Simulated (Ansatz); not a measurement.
# Bi (C2/m) in Ansatz: a series of runs

Runs on Bi. Level: PBEsol. Tasks: single point, band structure.

Everything below comes from runs of Ansatz 0.2.0. Logs are shortened: lines on timing, memory, paths and dates and some standing lists are left out, and cuts for length are marked.

## 1. The crystal as given

The structure is monoclinic, space group C2/m (No. 12). The conventional cell has a = 6.977 Å, b = 6.265 Å, c = 3.359 Å, α = 90.00°, β = 112.04°, γ = 90.00°. Bi (site symmetry m) is surrounded by 6 Bi at 3.21 to 3.45 Å.

This isn't the form of Bi at room conditions, which is rhombohedral.

## 2. Single point, PBEsol, 34.03 Å³/atom (strain_z_fixed_volume = -0.04)

input.yaml reads:

```yaml
crystal:
  lattice:
    - [3.560535424, -3.1971740331, 0.0]
    - [3.560535424, 3.1971740331, 0.0]
    - [-1.2862219608, 0.0, 2.989008]
  atoms:
    - { symbol: Bi, position: [0.753061, 0.753061, 0.857382] }
    - { symbol: Bi, position: [0.246939, 0.246939, 0.142618] }
kpoints:
  mp_grid: { grid: [6, 6, 9] }
scf:
  occupations: { method: fermi_dirac, width: 0.05 }
hamiltonian:
  xc: pbesol
  pseudopotentials: { kind: all_electron, lapw: { basis_error: 0.001 } }
output:
  forces: true
  stress: true
  eigenvalues: true
```

Potentials or basis: all-electron LAPW, scalar-relativistic.

On the command line:

```sh
$ ansatz run input.yaml --threads 1 --pin off --max-ram 3072MiB --backend cpu --events-out ev --progress --plain --runs-dir out
```

What it wrote:

```text
Warning: RAYON_NUM_THREADS=1 ignored (pool sized by the plan → 1); use --threads N
LAPW: plane waves up to 6.942 Å⁻¹, error target 1.0e-3 eV per atom; small_component_spin mean_spin; Bi in spheres of 1.627 Å, 37 of its electrons in bands, Dirac shells [] (how accurate: hamiltonian.pseudopotentials.lapw.basis_error, Limitations)
Engine: ansatz 0.2.0, x86_64-unknown-linux-gnu
Pseudopotentials: kind: all_electron
Pseudopotential: Bi, LAPW, valence charge 37, lapw/all_electron/scalar/gaussian/Bi, Koelling and Harmon's equation, gaussian nucleus
Functional definition: PBEsol
  exchange = pbesol_x
  correlation = pbesol_c
Crystal: 2 atoms, lattice volume = 68.052 Å³
Basis set: ecut = 183.58600086421998 eV, 391 PW (Γ), exchange–correlation at level 2
Bands: 45, of which v1, the nominal top of the filled ones, is band 37 counted from 1 (36 counted from 0)
Symmetry: 4 space group operations
Space group: C2/m (ITA 12), of the structure as read, at distance tolerance 4.1e-5 Å
k-points: 97 of 324
Non-local potential: Bi, projectors of the file, none
Initial density: superposition of atomic densities (chi_scale 0.1, normalization cell)
Initial wavefunctions: plane waves of lowest kinetic energy (no species holds an atomic orbital)
Functional: x = pbesol(κ = 0.804, μ = 0.12345679012345678), c = pbesol(β = 0.046)
iter 1 solved again at ethr=2.89e-5 eV; its pass at ethr=1.00e-1 eV (dr2=2.14e-2 eV) is discarded
SCF iter   1: F=—  HF=-1171102.827423 eV  |F-HF|=—  |Δ(HF+E_count)|=         —  Δρ=6.56e-3  dr2=2.15e-2  ethr=2.89e-5  ⟨swp⟩=3.1  Hψ=27657  notcnv=0
preconditioner: auto → LDOS  [metal: Δε(μ)=0.051 eV  Ē_g=22.948 eV  σ=0.050 eV  W_gap=0.25  n_scr=20 (ndim 8)  ℏωp=24.7 eV  f_vac=0.114  D(μ)=1.38/eV (n_scr^D=4)  β→1.0]
iter 2 solved again at ethr=7.02e-7 eV; its pass at ethr=2.89e-5 eV (dr2=5.19e-4 eV) is discarded
SCF iter   2: F=—  HF=-1171102.821802 eV  |F-HF|=—  |Δ(HF+E_count)|=   5.62e-3  Δρ=1.21e-3  dr2=5.20e-4  ethr=7.02e-7  ⟨swp⟩=2.0  Hψ=21628  notcnv=0
SCF iter   3: F=—  HF=-1171102.818893 eV  |F-HF|=—  |Δ(HF+E_count)|=   2.91e-3  Δρ=4.70e-4  dr2=9.53e-5  ethr=7.02e-7  ⟨swp⟩=3.0  Hψ=13337  notcnv=0
SCF iter   4: F=—  HF=-1171102.817257 eV  |F-HF|=—  |Δ(HF+E_count)|=   1.64e-3  Δρ=1.70e-4  dr2=1.69e-5  ethr=1.29e-7  ⟨swp⟩=2.0  Hψ=12732  notcnv=0
SCF iter   5: F=—  HF=-1171102.817084 eV  |F-HF|=—  |Δ(HF+E_count)|=   1.73e-4  Δρ=4.99e-5  dr2=1.38e-6  ethr=2.29e-8  ⟨swp⟩=2.9  Hψ=12859  notcnv=0
SCF iter   6: F=—  HF=-1171102.817076 eV  |F-HF|=—  |Δ(HF+E_count)|=   8.23e-6  Δρ=7.20e-6  dr2=3.47e-8  ethr=1.86e-9  ⟨swp⟩=2.9  Hψ=12898  notcnv=0
SCF iter   7: F=-1171102.817075 eV  HF=-1171102.817075 eV  |F-HF|=3.26e-9  |Δ(HF+E_count)|=   1.07e-7  Δρ=1.43e-6  dr2=2.18e-9  ethr=4.69e-11  ⟨swp⟩=3.0  Hψ=12963  notcnv=0
SCF 1 converged in 7 iterations: F = -1171102.817075 eV  dr2 = 2.18e-9
SCF converged after 7 iterations
Free energy (F): -1171102.817075 eV
Harris-Foulkes:  -1171102.817075 eV  (|F-HF|=3.26e-9)
Internal energy: -1171102.805262 eV  (E = F + TS)
E sigma→0 (E₀):  -1171102.811169 eV
Entropy (-TS):   -0.011813 eV (-5.907 meV/atom)
Fermi energy:    13.862797 eV
--- Per-component energies (eV) ---
  E_band       = -5346.317937
  E_kinetic    = 1355573.785062
  E_xc         = -21298.765348
  E_electrostatic = -2505377.824976  (all electrons and nuclei)
  E_smearing   = -0.011813  (= −TS)
  E_closure    = 0.000000  (closes the sum)
  E_atoms      = -1171094.363200  (free atoms, spherical and without spin; not in F)
  Σ components = -1171102.817075   (vs F -1171102.817075, Δ=0.00e0)
  Basis errors (estimates in eV, not in F): energy 3.3e-4 per atom: plane waves 3.2e-4 (1.7e-4 summed), levels above the bands 1.3e-84, relativity 1.7e-8, radial functions 1.1e-5, core shells 5.1e-9; eigenvalues (radial functions only) 2.0e-6; not estimated: angular momenta, meshes, grids; target (lapw.basis_error) 1.0e-3; muffin-tin radii Bi 1.627 Å
--- Forces (eV/Å), atoms counted from 1 ---
  atom   1  Bi     0.03417487     0.00000000     0.03265807
  atom   2  Bi    -0.03417487    -0.00000000    -0.03265807
  max |Σ_I F_I| component: 6.94e-18 eV/Å
--- Stress (GPa, compression-positive) ---
       -2.790348       0.000000      -1.298486
        0.000000      -4.096523       0.000000
       -1.298486       0.000000       0.362547
  P = ⅓ Tr σ = -2.1748 GPa (-21.748 kbar)
--- Band table (eV; the first three rows and the last of 97) ---
  k-point 0: bands = ["-139.2921", "-139.2920", "-134.4514", "-134.4514", "-134.4514", "-134.4514", "-134.4477", "-134.4477", "-134.4475", "-134.4475", "-134.4449", "-134.4449", "-134.4441", "-134.4441", "-134.4433", "-134.4433", "-77.4990", "-77.4972", "-77.4968", "-77.4968", "-77.4822", "-77.4804", "-9.0560", "-9.0252", "-9.0162", "-8.9349", "-8.8440", "-8.8231", "-8.8136", "-8.8018", "-8.7886", "-8.7067", "0.7505", "4.3858", "10.7164", "10.9171", "16.4739", "16.6811", "17.1499", "18.7288", "18.8260", "20.3050", "21.7914", "23.4498", "23.6302"]
  k-point 1: bands = ["-139.2921", "-139.2920", "-134.4514", "-134.4514", "-134.4514", "-134.4514", "-134.4477", "-134.4477", "-134.4475", "-134.4475", "-134.4449", "-134.4449", "-134.4441", "-134.4441", "-134.4433", "-134.4433", "-77.4989", "-77.4972", "-77.4972", "-77.4971", "-77.4822", "-77.4804", "-9.0237", "-9.0205", "-8.9801", "-8.9302", "-8.8547", "-8.8340", "-8.8252", "-8.8129", "-8.7903", "-8.7109", "0.9430", "4.4546", "10.8377", "11.2211", "16.1852", "16.7148", "16.9097", "17.2509", "17.3476", "20.9650", "21.9952", "22.4212", "22.8732"]
  k-point 2: bands = ["-139.2920", "-139.2920", "-134.4514", "-134.4514", "-134.4514", "-134.4514", "-134.4477", "-134.4477", "-134.4475", "-134.4475", "-134.4449", "-134.4449", "-134.4441", "-134.4441", "-134.4433", "-134.4433", "-77.4989", "-77.4981", "-77.4980", "-77.4971", "-77.4820", "-77.4805", "-9.0037", "-8.9446", "-8.9183", "-8.8965", "-8.8816", "-8.8578", "-8.8543", "-8.8368", "-8.7952", "-8.7227", "1.5080", "4.6571", "11.1928", "12.0391", "13.7325", "14.9305", "16.0556", "16.9862", "17.7119", "20.9048", "21.0215", "22.0416", "23.3035"]
  k-point 96: bands = ["-139.2920", "-139.2920", "-134.4514", "-134.4514", "-134.4514", "-134.4514", "-134.4477", "-134.4477", "-134.4475", "-134.4475", "-134.4449", "-134.4449", "-134.4441", "-134.4441", "-134.4433", "-134.4433", "-77.4998", "-77.4997", "-77.4988", "-77.4970", "-77.4816", "-77.4806", "-8.9534", "-8.9387", "-8.9180", "-8.9062", "-8.8976", "-8.8635", "-8.8276", "-8.8092", "-8.7313", "-8.7268", "3.7496", "4.5949", "9.9822", "11.1420", "11.7594", "13.4252", "15.4015", "16.0077", "19.7930", "21.6057", "21.7563", "22.6855", "24.0584"]
```

It took 66 s on 1 thread of Intel Xeon at 2.50GHz (Skylake/Cascade Lake), shared host; peak memory 0.48 GiB.

What came out:

```
Free energy            : -1171102.8171 eV
Pressure               : -2.2 GPa
Largest force          : 0.047 eV/Å
Band gap on the k mesh : none (metal or under the smearing width)
```

Caveat: spin-orbit coupling is left out, which moves the levels of the heavy elements.

## 3. Single point, PBEsol, 34.03 Å³/atom (strain_z_fixed_volume = -0.02)

input.yaml, as its differences from that of step 2:

```diff
@@ -2,5 +2,5 @@
   lattice:
-    - [3.560535424, -3.1971740331, 0.0]
-    - [3.560535424, 3.1971740331, 0.0]
-    - [-1.2862219608, 0.0, 2.989008]
+    - [3.5240161466, -3.1643816377, 0.0]
+    - [3.5240161466, 3.1643816377, 0.0]
+    - [-1.273029592, 0.0, 3.051279]
   atoms:
```

Potentials or basis: all-electron LAPW, scalar-relativistic.

On the command line:

```sh
$ ansatz run input.yaml --threads 1 --pin off --max-ram 3072MiB --backend cpu --events-out ev --progress --plain --runs-dir out
```

It took 68 s on 1 thread of Intel Xeon at 2.50GHz (Skylake/Cascade Lake), shared host; peak memory 0.48 GiB.

Results (log left out):

```yaml
Free_energy: -1171102.8445 eV
Pressure: -2.4 GPa
Largest_force: 0.064 eV/Å
Band_gap_on_the_k_mesh: none (metal or under the smearing width)
```

Caveat: spin-orbit coupling is left out, which moves the levels of the heavy elements.

## 4. Band structure, PBEsol

input.yaml, as its differences from that of step 3:

```diff
@@ -2,5 +2,5 @@
   lattice:
-    - [3.5240161466, -3.1643816377, 0.0]
-    - [3.5240161466, 3.1643816377, 0.0]
-    - [-1.273029592, 0.0, 3.051279]
+    - [3.488598, -3.132578, 0.0]
+    - [3.488598, 3.132578, 0.0]
+    - [-1.260235, 0.0, 3.11355]
   atoms:
@@ -10,2 +10,12 @@
   mp_grid: { grid: [6, 6, 9] }
+  band_path:
+    path:
+      - [0.0, 0.0, 0.0]
+      - [-0.5600545268, -0.5600545268, -0.387994671]
+      - [-0.2923401794, -0.2923401794, -0.5750158585]
+      - [-0.8277688743, -0.8277688743, 0.7990265165]
+      - [0.0, 0.0, 0.5]
+      - [-0.5, 0.5, 0.5]
+      - [-0.7076598206, 0.2923401794, 0.5750158585]
+    npoints: 12
 scf:
```

On the command line:

```sh
$ ansatz run input.yaml --threads 1 --pin off --max-ram 3072MiB --backend cpu --events-out ev --progress --plain --runs-dir out
```

It took 90 s on 1 thread of Intel Xeon at 2.50GHz (Skylake/Cascade Lake), shared host; peak memory 0.49 GiB.

Results (log left out):

* Free energy: -1171102.8594 eV
* Pressure: -2.4 GPa
* Largest force: 0.059 eV/Å
* Band gap along the path: none (metal or under the smearing width)

Forces on the atoms (eV/Å):
```
Bi   0.052  0.000  0.028
Bi  -0.052  0.000 -0.028
```

Stress tensor (GPa, compression positive):
```
-2.37  0.00 -0.20
 0.00 -3.16  0.00
-0.20  0.00 -1.79
```

Levels at the corners of the path, in eV from the Fermi level:
```
point  band 34  band 35  band 36  band 37  band 38  band 39  band 40  band 41  band 42  band 43
    Γ    -9.16    -3.06    -2.78     2.74     3.07     3.73     4.11     4.28     6.69     8.23
    Y    -9.40    -3.24    -2.63    -2.12    -0.64     1.75     1.75     5.83     7.71     8.61
    F    -8.63    -3.24    -2.33    -1.94    -1.31     1.45     2.41     5.01     5.65     8.15
    H    -9.04    -2.79    -1.89     0.60     1.03     2.14     3.34     3.68     6.18     7.21
    Z    -8.98    -3.93    -2.46    -1.61     1.18     1.49     1.53     6.09     6.76     7.34
    I    -9.34    -3.78    -2.82    -2.24    -0.44     1.12     1.65     6.11     8.25     8.42
   F1    -8.63    -3.24    -2.33    -1.94    -1.31     1.45     2.41     5.01     5.65     8.15
```

Caveat: spin-orbit coupling is left out, which moves the levels of the heavy elements.

[end of part 1 of 2]
